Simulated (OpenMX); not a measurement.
# Ti under changes of volume

One of the cells (17.636 Å³/atom); the others are scaled copies at fixed shape and fractional positions:

```xyz
2
Lattice="2.9500 0.0000 0.0000 -1.4750 2.5548 0.0000 0.0000 0.0000 4.6800" Properties=species:S:1:pos:R:3 pbc="T T T"
Ti    1.4750    0.8516    3.5100
Ti    0.0000    1.7032    1.1700
```

- Program: OpenMX 3.8.5
- Functional: PBE
- Potentials or basis: OpenMX 2013 PBE set, Ti7.0-s3p2d2, fixed grid of 30 × 30 × 56 points
- k mesh: 11 × 11 × 7
- Occupations: fermi-dirac, width 0.05 eV
- Spin: no spin polarisation

```tsv
volume (Å³/atom)	energy over the lowest point (meV/atom)	largest force (eV/Å)
16.577	?	?
16.930	2.72	0.030
17.283	0.00	0.028
17.636	2.73	0.027
17.988	10.43	0.025
18.341	22.59	0.024
18.694	38.70	0.023
```

What does the run at 16.577 Å³/atom give?

Energy over the lowest point 11.47 meV/atom; largest force 0.031 eV/Å.

Worked out: A Birch-Murnaghan fit of order 3 (a polynomial in V^(-2/3)) to the other rows has its minimum at 17.28 Å³/atom with B0 = V·E''(V) = 123 GPa and B' = 4.3 at fixed shape and positions, which overstates the stiffness. It gives 11.62 meV/atom at 16.577 Å³/atom, against the run's 11.47.

Energies are extrapolated to zero smearing.

Caveats: the basis of atomic orbitals isn't converged, which shifts pressures, moduli and gaps.
